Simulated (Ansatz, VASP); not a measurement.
**Cross-check of KTaO3 between VASP and Ansatz**

Wanted: the spread between two codes on one cell, functional and k mesh. The cell is a member of a volume series, scaled by 0.985 from a relaxed one, so a pressure remains. Other levels of theory on this material are compared in a session of their own.

Program: Ansatz 0.2.0. Level of theory: plane waves, with VASP 6.6.1 beside it; single point at r2SCAN. Results are calculated unless marked as measured.

## Step 1: The starting structure

The structure is cubic, space group Pm-3m (No. 221). Conventional cell: a = 3.975 Å, b = 3.975 Å, c = 3.975 Å, α = 90.00°, β = 90.00°, γ = 90.00°. Ta has 6 O at 1.99 Å nearest. K has 12 O at 2.81 Å nearest. Nearest to O lie 2 Ta at 1.99 Å and 4 K at 2.81 Å. Farther neighbours and most contacts between anions are not listed.

## Step 2: Ansatz: single point, r2SCAN, volume scaled by 0.985

Ansatz runs on its default PAW (the set named soft_2) files.

A single point gives forces, pressure and levels at one fixed geometry, so differences don't come from the geometry; what else differs is listed under the comparison.

input.yaml

```yaml
crystal:
  lattice:
    - [3.97533529, 0.0, 0.0]
    - [0.0, 3.97533529, 0.0]
    - [0.0, 0.0, 3.97533529]
  atoms:
    - { symbol: Ta, position: [0.0, 0.0, 0.0] }
    - { symbol: K, position: [0.5, 0.5, 0.5] }
    - { symbol: O, position: [0.0, 0.0, 0.5] }
    - { symbol: O, position: [0.0, 0.5, 0.0] }
    - { symbol: O, position: [0.5, 0.0, 0.0] }
hamiltonian:
  xc: r2scan
  pseudopotentials: { kind: paw }
kpoints:
  mp_grid: { grid: [6, 6, 6] }
scf:
  occupations: { method: gaussian, width: 0.03 }
  n_extra_bands: 5
output:
  forces: true
  stress: true
  eigenvalues: true
  write_density: true
  write_potential: true
  elf: true
  volumetric_format: npy
```

The run is started by

```sh
$ ansatz run input.yaml --threads 2 --pin off --max-ram 4608MiB --backend cpu --events-out ev --progress --plain --runs-dir out
```

Numbers of over 12 decimals in the logs are rounded to 6 here.

What it wrote:

```text
scf.n_extra_bands = 5 over 20 filled bands (N_el = 40.0): the run solves 25 bands
Engine: ansatz 0.2.0, aarch64-unknown-linux-gnu
Pseudopotentials: kind: paw
Pseudopotential: Ta, paw, valence charge 13, recommended cutoff 500 eV (meta_gga), Ta.paw.azcp
Pseudopotential: K, paw, valence charge 9, recommended cutoff 500 eV (meta_gga), K.paw.azcp
Pseudopotential: O, paw, valence charge 6, recommended cutoff 500 eV (meta_gga), O.paw.azcp
Functional definition: r2SCAN
  parameter k0 = 0.174
  parameter k1 = 0.065
  parameter a1 = 4.9479
  exchange = r2scan_x(k0 = k0, k1 = k1, a1 = a1)
  correlation = r2scan_c
Crystal: 5 atoms, lattice volume = 62.823 Å³
Basis set: ecut = 500 eV, 1575 PW (Γ), exchange–correlation on 120×120×120 points (64 copies of the dense FFT grid, shifted against one another)
Bands: 25, of which v1, the nominal top of the filled ones, is band 20 counted from 1 (19 counted from 0)
Symmetry: 48 space group operations
Space group: Pm-3m (ITA 221), of the structure as read, at distance tolerance 4.0e-5 Å
k-points: 20 of 216
Non-local potential: Ta, projectors of the file, l = 0: 3, l = 1: 2, l = 2: 2, l = 3: 1
Non-local potential: K, projectors of the file, l = 0: 3, l = 1: 2, l = 2: 2
Non-local potential: O, projectors of the file, l = 0: 2, l = 1: 2, l = 2: 1
PAW form: soft (Blöchl's): semilocal exchange-correlation on the pseudo side does not see the compensation charge
PAW frozen core: Ta, regenerated for the run's functional (the file was generated under x = pbe(κ = 0.804, μ = 0.219515), c = pbe(β = 0.066725))
PAW frozen core: K, regenerated for the run's functional (the file was generated under x = pbe(κ = 0.804, μ = 0.219515), c = pbe(β = 0.066725))
PAW frozen core: O, regenerated for the run's functional (the file was generated under x = pbe(κ = 0.804, μ = 0.219515), c = pbe(β = 0.066725))
PAW one-centre angular grid: Ta, 590 points (default); XC on 160 Gauss nodes
PAW one-centre angular grid: K, 302 points (default); XC on 160 Gauss nodes
PAW one-centre angular grid: O, 302 points (default); XC on 160 Gauss nodes
Initial density: superposition of atomic densities (neutral atoms: chi_scale 0, normalization atom), corrected by the library's trained network
Initial wavefunctions: pseudopotential atomic-orbital guess
Functional: x = r2scan, c = r2scan; τ floored in thin density (d = 2e-4 eV/Å³)
SCF iter   1: F=—  HF=-13199.310117 eV  |F-HF|=—  |Δ(HF+E_count)|=         —  Δρ=1.00e-2  dr2=7.27e-2  dr2_τ=2.54e-1  ethr=1.77e-3  ⟨swp⟩=6.5  Hψ=2509  notcnv=0
preconditioner: auto → Resta (q_TF=auto, 2.531 Å⁻¹)  ε∞=4.2  [insulator: Δε(μ)=2.873 eV  Ē_g=14.253 eV  σ=0.030 eV  W_gap=1.00  n_scr=18 (ndim 8)  ℏωp=25.7 eV  f_vac=0.013  D(μ)=0.00/eV (n_scr^D=0)  ε∞_Penn≈4.2]
SCF iter   2: F=—  HF=-13199.380512 eV  |F-HF|=—  |Δ(HF+E_count)|=   7.04e-2  Δρ=5.13e-3  dr2=6.95e-3  dr2_τ=3.46e-3  ethr=1.82e-4  ⟨swp⟩=2.5  Hψ=1052  notcnv=0  defer=20
SCF iter   3: F=—  HF=-13199.380716 eV  |F-HF|=—  |Δ(HF+E_count)|=   2.04e-4  Δρ=2.07e-3  dr2=1.59e-3  dr2_τ=1.78e-4  ethr=1.74e-5  ⟨swp⟩=1.2  Hψ=484  notcnv=0  defer=20
SCF iter   4: F=—  HF=-13199.380684 eV  |F-HF|=—  |Δ(HF+E_count)|=   3.26e-5  Δρ=2.64e-4  dr2=2.39e-5  dr2_τ=5.30e-6  ethr=3.98e-6  ⟨swp⟩=2.8  Hψ=837  notcnv=0  defer=20
SCF iter   5: F=—  HF=-13199.380698 eV  |F-HF|=—  |Δ(HF+E_count)|=   1.46e-5  Δρ=7.21e-5  dr2=3.62e-6  dr2_τ=2.35e-7  ethr=5.97e-8  ⟨swp⟩=2.5  Hψ=853  notcnv=0  defer=20
SCF iter   6: F=—  HF=-13199.380698 eV  |F-HF|=—  |Δ(HF+E_count)|=   1.57e-7  Δρ=1.52e-5  dr2=1.39e-7  dr2_τ=1.58e-8  ethr=9.04e-9  ⟨swp⟩=2.0  Hψ=765  notcnv=0  defer=20
SCF iter   7: F=-13199.380698 eV  HF=-13199.380698 eV  |F-HF|=1.58e-9  |Δ(HF+E_count)|=   9.72e-9  Δρ=3.52e-6  dr2=7.65e-9  dr2_τ=3.80e-10  ethr=2.50e-10  ⟨swp⟩=12.8  Hψ=3394  notcnv=0
SCF 1 converged in 7 iterations: F = -13199.380698 eV  dr2 = 7.65e-9
  greatest PAW one-centre occupation: 0.998 electrons in one spin orbital (limit 2), on the Ta atom at site 0 (counted from 0), in its partial waves of l = 0
SCF converged after 7 iterations
Free energy (F): -13199.380698 eV
Harris-Foulkes:  -13199.380698 eV  (|F-HF|=1.58e-9)
Internal energy: -13199.380698 eV  (E = F + TS)
E sigma→0 (E₀):  -13199.380698 eV
Fermi energy:    9.860993 eV
--- Per-component energies (eV) ---
  E_band       = -283.258744
  E_kinetic    = 1150.848629
  E_local      = -2210.626652  (includes V_loc(G=0)·N_el)
  E_nonlocal   = 168.783878
  E_hartree    = 774.616066
  E_xc         = -560.271291
  E_vxc        = -726.962148  (∫ρ·V_xc dr)
  E_paw        = -9691.147720  (= ΣΔE_a)
  E_vpaw       = -256.802009  (= ΣTr[D̂ρ^β])
  E_aug_tail   = 0.003252  (compensation charges beyond the density's cutoff)
  E_vtau       = 42.261925  (kinetic-family band-sum trace: ∫τ·v_τ [+ j·A + Jᵃ·Aᵃ] dr)
  E_ewald      = -2830.538573
  E_core_change = -1.048288  (= ΣΔE_core)
  E_smearing   = -0.000000  (= −TS)
  E_closure    = -0.000000  (closes the sum)
  Σ components = -13199.380698   (vs F -13199.380698, Δ=0.00e0)
--- Forces (eV/Å), atoms counted from 1 ---
  atom   1  Ta     0.00000000     0.00000000     0.00000000
  atom   2  K      0.00000000    -0.00000000     0.00000000
  atom   3  O      0.00000000     0.00000000     0.00000000
  atom   4  O      0.00000000     0.00000000    -0.00000000
  atom   5  O     -0.00000000    -0.00000000     0.00000000
  max |Σ_I F_I| component: 2.47e-29 eV/Å
--- Stress (GPa, compression-positive) ---
        2.395511       0.000000       0.000000
        0.000000       2.395511       0.000000
        0.000000       0.000000       2.395511
  P = ⅓ Tr σ = 2.3955 GPa (23.955 kbar)
--- Band table (eV; the first three rows and the last of 20) ---
  k-point 0: bands = [... 16 lower, 7.4325, 7.8996, 7.8996, 7.8996, 11.1882, 11.1882, 11.1882, 15.8287, ... 1 higher]
  k-point 1: bands = [... 16 lower, 7.2215, 7.3111, 7.7847, 7.7847, 11.2261, 11.9704, 11.9704, 15.8391, ... 1 higher]
  k-point 2: bands = [... 16 lower, 6.5833, 7.0830, 7.6957, 7.6957, 11.3044, 13.3593, 13.3593, 15.8548, ... 1 higher]
  k-point 19: bands = [... 16 lower, 4.5672, 8.5338, 8.5338, 8.5338, 15.5617, 15.5617, 15.5617, 18.2337, ... 1 higher]
```

It took 6 s on 2 threads of Arm Neoverse N1, shared host; peak memory 0.45 GiB.

Reading the cycles: dr2 is the Hartree energy of the density residual (eV), the measure of convergence; HF is the Harris–Foulkes estimate of the energy, which meets the free energy F at convergence.

The run ends at a pressure of 2.40 GPa.

## Step 3: VASP: single point, r2SCAN, volume scaled by 0.985

The same cell, functional, mesh and smearing now go to VASP, with its own data sets and cutoff.

Lines of VASP's logs that name or quote its potential files are left out, and so is its time.

The input asks for a relaxation, which ended at its first step since no free force or stress exceeded the threshold; so it serves as a single point.

INCAR

```
SYSTEM = KTaO3
PREC = Accurate
ENCUT = 560
EDIFF = 1E-06
NELM = 100
ISMEAR = 0
SIGMA = 0.03
LREAL = .FALSE.
ALGO = Normal
METAGGA = R2SCAN
LASPH = .TRUE.
NBANDS = 25
LORBIT = 11
LWAVE = .FALSE.
LCHARG = .FALSE.
KPAR = 8
IBRION = 2
NSW = 30
ISIF = 4
EDIFFG = -0.01
```

POSCAR

```
KTaO3
1.0
    3.9753352889      0.0000000000      0.0000000000
    0.0000000000      3.9753352889      0.0000000000
    0.0000000000      0.0000000000      3.9753352889
Ta K O
1 1 3
Direct
    0.0000000000      0.0000000000      0.0000000000
    0.5000000000      0.5000000000      0.5000000000
    0.0000000000      0.0000000000      0.5000000000
    0.0000000000      0.5000000000      0.0000000000
    0.5000000000      0.0000000000      0.0000000000
```

KPOINTS

```
Automatic mesh
0
Gamma
6 6 6
0 0 0
```

PAW data sets: Ta_pv, K_sv and O (PBE family, release 64).

The run is started by

```sh
$ mpirun -np 8 vasp_std
```

What it wrote:

```text
[banner, memory and clock lines left out]
running    8 mpi-ranks, on    1 nodes
 distrk:  each k-point on    1 cores,    8 groups
 distr:  one band on    1 cores,    1 groups

 POSCAR found type information on POSCAR TaK O
 POSCAR found :  3 types and       5 ions
|                                                                             |
|           W    W    AA    RRRRR   N    N  II  N    N   GGGG   !!!           |
|           W    W   A  A   R    R  NN   N  II  NN   N  G    G  !!!           |
|           W    W  A    A  R    R  N N  N  II  N N  N  G       !!!           |
|           W WW W  AAAAAA  RRRRR   N  N N  II  N  N N  G  GGG   !            |
|           WW  WW  A    A  R   R   N   NN  II  N   NN  G    G                |
|           W    W  A    A  R    R  N    N  II  N    N   GGGG   !!!           |
|                                                                             |
|     For optimal performance we recommend to set                             |
|       NCORE = 2 up to number-of-cores-per-socket                            |
|     NCORE specifies how many cores store one orbital (NPAR=cpu/NCORE).      |
|     This setting can greatly improve the performance of VASP for DFT.       |
|     The default, NCORE=1 might be grossly inefficient on modern             |
|     multi-core architectures or massively parallel machines. Do your        |
|     Unfortunately you need to use the default for GW and RPA                |
|     calculations (for HF NCORE is supported but not extensively tested      |
|     yet).                                                                   |
|                                                                             |

|                                                                             |
|               ----> ADVICE to this user running VASP <----                  |
|                                                                             |
|     You enforced a specific xc type in the INCAR file but a different       |
|     [... a line on the potential file left out ...]
|     I HOPE YOU KNOW WHAT YOU ARE DOING!                                     |
|                                                                             |

 LDA part: xc-table for (None), standard interpolation
 POSCAR, INCAR and KPOINTS ok, starting setup
 FFT: planning ... GRIDC
 FFT: planning ... GRID_SOFT
 FFT: planning ... GRID
 WAVECAR not read
 entering main loop
       N       E                     dE             d eps       ncg     rms          rms(c)
DAV:   1     0.295435516497E+03    0.29544E+03   -0.22554E+04  1000   0.166E+03
DAV:   2    -0.862671468371E+02   -0.38170E+03   -0.37356E+03  1192   0.461E+02
DAV:   3    -0.106335928838E+03   -0.20069E+02   -0.19999E+02  1461   0.101E+02
DAV:   4    -0.107044943745E+03   -0.70901E+00   -0.70748E+00  1616   0.125E+01
DAV:   5    -0.107050099436E+03   -0.51557E-02   -0.51550E-02  1371   0.104E+00    0.355E+01
DAV:   6    -0.868177659534E+02    0.20232E+02   -0.26124E+01  1398   0.414E+01    0.128E+01
DAV:   7    -0.871319781931E+02   -0.31421E+00   -0.16878E+00  1237   0.857E+00    0.762E+00
DAV:   8    -0.872012436097E+02   -0.69265E-01   -0.57808E-01  1294   0.576E+00    0.219E+00
DAV:   9    -0.871559528774E+02    0.45291E-01   -0.17658E-01  1273   0.265E+00    0.410E-01
DAV:  10    -0.871570661881E+02   -0.11133E-02   -0.62583E-03  1412   0.641E-01    0.214E-01
DAV:  11    -0.871566541447E+02    0.41204E-03   -0.53204E-03  1309   0.442E-01    0.733E-02
DAV:  12    -0.871565793150E+02    0.74830E-04   -0.28381E-04  1329   0.122E-01    0.331E-02
DAV:  13    -0.871565689266E+02    0.10388E-04   -0.34361E-05  1318   0.376E-02    0.796E-03
DAV:  14    -0.871565670845E+02    0.18421E-05   -0.41642E-06  1139   0.123E-02    0.140E-03
DAV:  15    -0.871565670104E+02    0.74107E-07   -0.31492E-07   944   0.417E-03
   1 F= -.87156567E+02 E0= -.87156567E+02  d E =-.871566E+02
 curvature:   0.00 expect dE= 0.000E+00 dE for cont linesearch  0.000E+00
 trial: gam= 0.00000 g(F)=  0.000E+00 g(S)=  0.168E-32 ort = 0.000E+00 (trialstep = 0.100E+01)
 search vector abs. value=  0.100E-09
 reached required accuracy - stopping structural energy minimisation
```

OUTCAR, selected parts (step 3):

```text
ion  position               nearest neighbor table
   1  0.000  0.000  0.000-   3 1.99   4 1.99   5 1.99   3 1.99   4 1.99   5 1.99   2 3.44   2 3.44
                             2 3.44   2 3.44   2 3.44   2 3.44   2 3.44   2 3.44
   2  0.500  0.500  0.500-   3 2.81   4 2.81   5 2.81   4 2.81   5 2.81   3 2.81   5 2.81   5 2.81
                             3 2.81   4 2.81   4 2.81   3 2.81   1 3.44   1 3.44   1 3.44   1 3.44
   3  0.000  0.000  0.500-   1 1.99   1 1.99   2 2.81   2 2.81   2 2.81   2 2.81
   4  0.000  0.500  0.000-   1 1.99   1 1.99   2 2.81   2 2.81   2 2.81   2 2.81
   5  0.500  0.000  0.000-   1 1.99   1 1.99   2 2.81   2 2.81   2 2.81   2 2.81

  LATTYP: Found a simple cubic cell.
 ALAT       =     3.9753352889

 Subroutine GETGRP returns: Found 48 space group operations
 (whereof 48 operations were pure point group operations)

The static configuration has the point symmetry O_h .

 Found     20 irreducible k-points:

   k-points           NKPTS =     20   k-points in BZ     NKDIM =     20   number of bands    NBANDS=     25

   dimension x,y,z NGX =    32 NGY =   32 NGZ =   32
   dimension x,y,z NGXF=    64 NGYF=   64 NGZF=   64

   ENCUT  =  560.0 eV  41.16 Ry    6.42 a.u.   7.67  7.67  7.67*2*pi/ulx,y,z

   NELECT =      38.0000    total number of electrons

 k-points in reciprocal lattice and weights: Automatic mesh
   0.00000000  0.00000000  0.00000000       0.005
   0.16666667  0.00000000  0.00000000       0.028
   0.33333333  0.00000000  0.00000000       0.028
   0.50000000  0.00000000  0.00000000       0.014
   0.16666667  0.16666667  0.00000000       0.056
   0.33333333  0.16666667  0.00000000       0.111
   0.50000000  0.16666667  0.00000000       0.056
   0.33333333  0.33333333  0.00000000       0.056
   0.50000000  0.33333333  0.00000000       0.056
[...]
0.50000000  0.50000000  0.33333333       0.028
   0.50000000  0.50000000  0.50000000       0.005

 average (electrostatic) potential at core
       1 -46.5371       2 -36.2554       3 -75.5369       4 -75.5369       5 -75.5369

 E-fermi :   1.7354

 k-point     1 :       0.0000    0.0000    0.0000
  band No.  band energies     occupation
    ...
     15       0.3751      2.00000
     16       0.3751      2.00000
     17       0.8368      2.00000
     18       0.8368      2.00000
     19       0.8368      2.00000
     20       4.1095      0.00000
     21       4.1095      0.00000
     22       4.1095      0.00000
     23       8.6746      0.00000
     24       8.6746      0.00000
    ...

 k-point     2 :       0.1667    0.0000    0.0000
  band No.  band energies     occupation
    ...
     15      -0.0040      2.00000
     16       0.1571      2.00000
     17       0.2535      2.00000
     18       0.7210      2.00000
     19       0.7210      2.00000
     20       4.1476      0.00000
     21       4.8975      0.00000
     22       4.8975      0.00000
     23       8.6837      0.00000
     24       9.3152      0.00000
    ...

 k-point     3 :       0.3333    0.0000    0.0000
  band No.  band energies     occupation
    ...
     15      -0.6320      2.00000
     16      -0.4792      2.00000
     17       0.0246      2.00000
     18       0.6320      2.00000
     19       0.6320      2.00000
     20       4.2262      0.00000
     21       6.2929      0.00000
     22       6.2929      0.00000
     23       8.6982      0.00000
     24      10.2039      0.00000
    ...

  Total        1.2938779      1.2938779      1.2938779     -0.0000000     -0.0000000      0.0000000
  in kB       32.9976172     32.9976172     32.9976172     -0.0000000     -0.0000000      0.0000000
  external PRESSURE =      32.9976172 kB  Pullay stress =       0.0000000 kB

  energy-cutoff  :      560.00
  volume of cell :       62.82
      direct lattice vectors                 reciprocal lattice vectors
     3.975335289  0.000000000  0.000000000     0.251551109  0.000000000  0.000000000
     0.000000000  3.975335289  0.000000000     0.000000000  0.251551109  0.000000000
     0.000000000  0.000000000  3.975335289     0.000000000  0.000000000  0.251551109

 POSITION                                       TOTAL-FORCE (eV/Angst)
 -----------------------------------------------------------------------------------
      0.00000      0.00000      0.00000         0.000000      0.000000      0.000000
      1.98767      1.98767      1.98767         0.000000      0.000000      0.000000
      0.00000      0.00000      1.98767         0.000000      0.000000      0.000000
      0.00000      1.98767      0.00000         0.000000      0.000000      0.000000
      1.98767      0.00000      0.00000         0.000000      0.000000      0.000000
 -----------------------------------------------------------------------------------
    total drift:                                0.000000      0.000000     -0.000000

  FREE ENERGIE OF THE ION-ELECTRON SYSTEM (eV)
  ---------------------------------------------------
  free  energy   TOTEN  =       -87.1565670104 eV

  energy  without entropy=      -87.1565670104  energy(sigma->0) =      -87.15656701

 reached required accuracy - stopping structural energy minimisation

 total charge
# of ion       s       p       d       tot
------------------------------------------
    1        0.365   6.364   2.024   8.753
    2        1.963   5.705   0.046   7.714
    3        1.565   3.555   0.000   5.120
    4        1.565   3.555   0.000   5.120
    5        1.565   3.555   0.000   5.120
--------------------------------------------------
tot          7.023  22.734   2.070  31.827

[... 3 further parts left out ...]
```

CONTCAR:

```
KTaO3
   1.00000000000000
     3.9753352889000002    0.0000000000000000    0.0000000000000000
     0.0000000000000000    3.9753352889000002    0.0000000000000000
     0.0000000000000000    0.0000000000000000    3.9753352889000002
  Ta              K               O
     1     1     3
Direct
     0.0000000000000000    0.0000000000000000    0.0000000000000000
     0.5000000000000000    0.5000000000000000    0.5000000000000000
     0.0000000000000000    0.0000000000000000    0.5000000000000000
     0.0000000000000000    0.5000000000000000    0.0000000000000000
     0.5000000000000000    0.0000000000000000    0.0000000000000000
```

## Step 4: Comparison

Known differences besides the potentials themselves: VASP keeps PBE cores, Ansatz makes them for the functional; the data sets hold 40 valence electrons in Ansatz (default PAW (the set named soft_2) files) and 38 in VASP; the cutoff is 500 eV in Ansatz and 560 eV in VASP. Total energies have different zeros and are not compared.

Compared:

| quantity | Ansatz | VASP | difference |
| --- | --- | --- | --- |
| pressure (GPa) | 2.40 | 3.30 | -0.90 |
| pressure without Ansatz's Pulay correction (GPa) | 2.32 | 3.30 | -0.98 |
| gap on the k mesh (eV) | 2.654 | 2.624 | +0.031 |

A gap on the mesh is an upper bound, since the band edges may lie between its points; neither run holds spin-orbit coupling, which can move the band edges of a compound of Ta. Ansatz's pressure holds a Pulay correction of 0.07 GPa; VASP's holds none.

## Step 5: Summary of results

* difference in gap on the k mesh (single point, r2SCAN, volume scaled by 0.985): 0.031 eV
* difference in pressure (single point, r2SCAN, volume scaled by 0.985): -0.90 GPa

What this shows: The difference in pressure is -0.90 GPa (single point, r2SCAN, volume scaled by 0.985), within the 1 GPa picked in this series as the mark of a large difference. 16 further runs of this series are not shown here. How closely two codes agree says nothing of how well the functional describes the real material.

[Lines on the potential files, build, host, timing and source positions are cut from VASP's logs without a mark.]

[Logs are printed without paths, hosts, clocks, repeated set-up lines and the standing remarks that a program may print on its own settings, such as how far it seeks lower states.]

[Hosts, paths, dates, database ids (printed as entryN), source tags and the programs' standing remarks are cut or masked in the printed files.]
